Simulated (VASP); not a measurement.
# NbC (Fm-3m) in VASP: relaxation of cell and atoms with PBE

Aim: the relaxation of cell and atoms of NbC with PBE.

All numbers are computed with VASP 6.6.1; they aren't measurements. Logs are shortened: lines on timing, memory, paths and dates and some standing lists are left out, and cuts for length are marked.

**1. Starting point**

The structure is cubic, space group Fm-3m (No. 225). The conventional cell has a = 4.469 Å, b = 4.469 Å, c = 4.469 Å, α = 90.00°, β = 90.00°, γ = 90.00°. Nb (site symmetry m-3m) has 6 C at 2.23 Å as nearest neighbours. C (site symmetry m-3m) is surrounded by 6 Nb at 2.23 Å.

**2. Relaxation of cell and atoms, PBE**

File INCAR:

```
PREC = Accurate
ENCUT = 600
EDIFF = 1E-7
ISMEAR = 0
SIGMA = 0.1
LREAL = F
LASPH = T
NELM = 100
ALGO = Fast
ISIF = 3
LWAVE = F
LCHARG = F
GGA = PE
IBRION = 2
NSW = 80
EDIFFG = -0.004
```

File KPOINTS:

```
Automatic mesh
0
Gamma
  16 16 16
```

File POSCAR:

```
NbC
1.0
    0.0000000000      2.2345500000      2.2345500000
    2.2345500000      0.0000000000      2.2345500000
    2.2345500000      2.2345500000      0.0000000000
Nb C
1 1
Direct
    0.0000000000      0.0000000000      0.0000000000
    0.5000000000      0.5000000000      0.5000000000
```

Potentials or basis: VASP PAW PBE potentials, release 64 (Nb_sv, C).

Run with:

```
$ cat potpaw_PBE.64/Nb_sv/POTCAR potpaw_PBE.64/C/POTCAR > POTCAR
$ mpirun -np 1 vasp_std > vasp.out
```

OUTCAR:

```text
PREC = Accurate
   ENCUT = 600
   EDIFF = 1E-7
   ISMEAR = 0
   LREAL = F
   LASPH = T
   NELM = 100
   ISIF = 3
   GGA = PE
   IBRION = 2
   NSW = 80
   EDIFFG = -0.004

 ion  position               nearest neighbor table
   1  0.000  0.000  0.000-   2 2.23   2 2.23   2 2.23   2 2.23   2 2.23   2 2.23
   2  0.500  0.500  0.500-   1 2.23   1 2.23   1 2.23   1 2.23   1 2.23   1 2.23

  LATTYP: Found a face centered cubic cell.
 ALAT       =     4.4691000000

  Lattice vectors:

 A1 = (   0.0000000000,   2.2345500000,   2.2345500000)
 A2 = (   2.2345500000,   0.0000000000,   2.2345500000)
 A3 = (   2.2345500000,   2.2345500000,   0.0000000000)

Analysis of symmetry for initial positions (statically):
=====================================================================
 Subroutine PRICEL returns:
 Original cell was already a primitive cell.

 Routine SETGRP: Setting up the symmetry group for a
 face centered cubic supercell.

 Subroutine GETGRP returns: Found 48 space group operations
 (whereof 48 operations were pure point group operations)
 out of a pool of 48 trial point group operations.

The static configuration has the point symmetry O_h .

Analysis of symmetry for dynamics (positions and initial velocities):
=====================================================================
 Subroutine PRICEL returns:
 Original cell was already a primitive cell.

 Routine SETGRP: Setting up the symmetry group for a
 face centered cubic supercell.

 Subroutine GETGRP returns: Found 48 space group operations
 (whereof 48 operations were pure point group operations)
 out of a pool of 48 trial point group operations.

The dynamic configuration has the point symmetry O_h .

 Subroutine INISYM returns: Found 48 space group operations
 (whereof 48 operations are pure point group operations),
 and found     1 'primitive' translations

----------------------------------------------------------------------------------------

                                     Primitive cell

  volume of cell :      22.3152

  direct lattice vectors                    reciprocal lattice vectors
     0.000000000  2.234550000  2.234550000    -0.223758699  0.223758699  0.223758699
     2.234550000  0.000000000  2.234550000     0.223758699 -0.223758699  0.223758699
     2.234550000  2.234550000  0.000000000     0.223758699  0.223758699 -0.223758699

  length of vectors
     3.160130916  3.160130916  3.160130916     0.387561435  0.387561435  0.387561435

[... 105 lines left out ...]
   GGA     = PE    functional components
   LHFCALC =     F    Hartree Fock is set to
   AEXX    =    0.0000 exact exchange contribution
   IVDW    =     0    specifies the selected vdW correction
   LEPSILON=     F    determine dielectric tensor
   LRPA    =     F    only Hartree local field effects (RPA)
 conjugate gradient relaxation of ions
 non-spin polarized calculation
 RMM-DIIS sequential band-by-band and
 Gauss-broadening in eV      SIGMA  =   0.10
  energy-cutoff  :      600.00
  volume of cell :       22.32
 maximum number of plane-waves:       757
 NGX is ok and might be reduce to    28
   NGX = 13   NGY = 13   NGZ = 13

--------------------------------------- Ionic step        1  -------------------------------------------

 number of electron      17.0000001 magnetization

 Free energy of the ion-electron system (eV)
  ---------------------------------------------------
  ext. energy  EPLUGINS =         0.00000000
  ---------------------------------------------------
  free energy    TOTEN  =       -20.54615273 eV

  energy without entropy =      -20.54251240  energy(sigma->0) =      -20.54433257

------------------------ aborting loop because EDIFF is reached ----------------------------------------

  FORCE on cell =-STRESS in cart. coord.  units (eV):
  Direction    XX          YY          ZZ          XY          YZ          ZX
  --------------------------------------------------------------------------------------
  -------------------------------------------------------------------------------------
  Total        0.3689549      0.3689549      0.3689549      0.0000000     -0.0000000      0.0000000
  in kB       26.4901048     26.4901048     26.4901048      0.0000000     -0.0000000      0.0000000
  external PRESSURE =      26.4901048 kB  Pullay stress =       0.0000000 kB
[... 59 lines left out ...]
--------------------------------------- Ionic step        3  -------------------------------------------

 number of electron      17.0000001 magnetization

 Free energy of the ion-electron system (eV)
  ---------------------------------------------------
  ext. energy  EPLUGINS =         0.00000000
  ---------------------------------------------------
  free energy    TOTEN  =       -20.54779783 eV

  energy without entropy =      -20.54411701  energy(sigma->0) =      -20.54595742

 E-fermi :  12.4359     XC(G=0): -13.0421

 val. band max:       12.3967136470   @ k =  -0.1875   0.1875   0.0000
 cond. band min:      12.4568294341   @ k =  -0.3750   0.4375   0.1250
 fundamental gap:      0.0601157872
 Fermi energy:        12.4358716309

 k-point     1 :       0.0000    0.0000    0.0000
  band No.  band energies     occupation
      1     -43.3282      2.00000
      2     -19.0402      2.00000
      3     -19.0402      2.00000
      4     -19.0402      2.00000
      5      -0.9525      2.00000
      6      11.1582      2.00000
      7      11.1582      2.00000
      8      11.1582      2.00000
      9      12.2383      1.99479
     10      12.2383      1.99479
     11      12.2383      1.99479
     12      12.7974      0.00000
[... 331 lines left out ...]
 k-point    24 :      -0.0625    0.0625    0.0000
  band No.  band energies     occupation
      1     -43.3181      2.00000
      2     -19.1187      2.00000
      3     -19.0619      2.00000
      4     -19.0422      2.00000
      5      -0.6952      2.00000
      6      10.2682      2.00000
      7      10.4073      2.00000
      8      10.5042      2.00000
      9      11.3043      2.00000
     10      12.1279      1.99999
     11      12.8908      0.00000
     12      13.8773      0.00000

 [... further k-points ...]

------------------------ aborting loop because EDIFF is reached ----------------------------------------

  FORCE on cell =-STRESS in cart. coord.  units (eV):
  Direction    XX          YY          ZZ          XY          YZ          ZX
  --------------------------------------------------------------------------------------
  -------------------------------------------------------------------------------------
  Total       -0.0030997     -0.0030997     -0.0030997     -0.0000000     -0.0000000      0.0000000
  in kB       -0.2205884     -0.2205884     -0.2205884     -0.0000000     -0.0000000      0.0000000
  external PRESSURE =      -0.2205884 kB  Pullay stress =       0.0000000 kB
[... 17 lines left out ...]
  FREE ENERGIE OF THE ION-ELECTRON SYSTEM (eV)
  ---------------------------------------------------
  free  energy   TOTEN  =       -20.5477978251 eV

  energy  without entropy=      -20.5441170084  energy(sigma->0) =      -20.54595742

 reached required accuracy - stopping structural energy minimisation
```

CONTCAR:

```text
NbC
   1.00000000000000
     0.0000000000000000    2.2411467941901337    2.2411467941901337
     2.2411467941901337   -0.0000000000000000    2.2411467941901337
     2.2411467941901337    2.2411467941901337    0.0000000000000000
  Nb              C
     1     1
Direct
     0.0000000000000000    0.0000000000000000    0.0000000000000000
     0.5000000000000000    0.5000000000000000    0.5000000000000000

  0.00000000E+00  0.00000000E+00  0.00000000E+00
  0.00000000E+00  0.00000000E+00  0.00000000E+00
```

Wall time 7.1 min (1 thread of Intel Xeon Platinum 8259CL at 2.50GHz (Skylake/Cascade Lake), shared host); peak memory 0.21 GiB.

Results:

| Item | Value |
| --- | --- |
| Free energy | -20.5478 eV |
| Relaxed volume | 11.26 Å³/atom |
| Relaxed cell | a = 3.169 Å, b = 3.169 Å, c = 3.169 Å, α = 60.00°, β = 60.00°, γ = 60.00° |
| Space group after relaxing (to 0.05 Å) | Fm-3m (No. 225) |
| Energy gained by relaxing | 0.8 meV/atom |
| Ionic steps | 3 |
| Pressure after relaxing | 0.0 GPa |
| Band gap on the k mesh | none (metal or under the smearing width) |

Step by step:
```csv
step,energy change (eV),largest force (eV/Å),pressure (GPa),volume (Å³)
1,0.0000,0.0000,2.65,22.32
2,0.0049,0.0000,-5.13,22.92
3,-0.0016,0.0000,-0.02,22.51
```

Final structure:
```
Nb C
1.0
     0.00000    2.24115    2.24115
     2.24115    0.00000    2.24115
     2.24115    2.24115    0.00000
Nb C
1 1
Direct
  0.00000 0.00000 0.00000
  0.50000 0.50000 0.50000
```

PBE usually gives volumes a little too large and moduli too small. Zero-point motion and thermal expansion aren't in these numbers.
